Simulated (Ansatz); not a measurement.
Runs of Ansatz 0.2.0 on PbSe2. The structure is tetragonal, space group I4/mcm (No. 140). The conventional cell has a = 6.477 Å, b = 6.477 Å, c = 7.804 Å, α = 90.00°, β = 90.00°, γ = 90.00°. Pb (site symmetry 422) is surrounded by 8 Se at 3.20 Å. Se (site symmetry m2m) has 1 Se at 2.38 Å as nearest neighbours. The cell comes from a database or a generator and needn't be the stable form of this composition.

```csv
task,level,cell,gap on the mesh (eV),pressure (GPa),relaxed volume (Å³/atom)
relaxation of cell and atoms,PBEsol+D3(BJ),relaxed,none,0.0,25.12
relaxation of cell and atoms,PBEsol,relaxed,none,0.0,(b)
relaxation of cell and atoms,LDA,relaxed,none,0.0,25.43
relaxation of cell and atoms,PBEsol+D4,relaxed,none,0.0,25.52
density of states,PBEsol,as given,none,(a),-
```

Alike in all rows: potentials or basis Ansatz PAW; no spin polarisation; k mesh 6 × 6 × 6; cutoff (eV) 420; smearing fermi-dirac 0.05 eV.

Q: Estimate the missing entries.

A: (a) -1.9; (b) 26.18.

Caveats: the PAW data sets come from PBE, with cores solved anew for the run's functional, which leaves a small shift of forces and pressure; the plane-wave basis is chosen anew once the cell has moved, so the energies of steps on either side of that aren't comparable (some runs); pairwise dispersion overbinds metals, which lowers pressure and volume (some runs); the density of states is complete only up to the lowest level of the last band computed (some runs).

A k mesh can miss the band edges, and the runs leave out spin-orbit coupling on Pb, Se.

A gap of «none» marks a metal or a gap under the smearing width.

Not every run made on this cell is shown here.
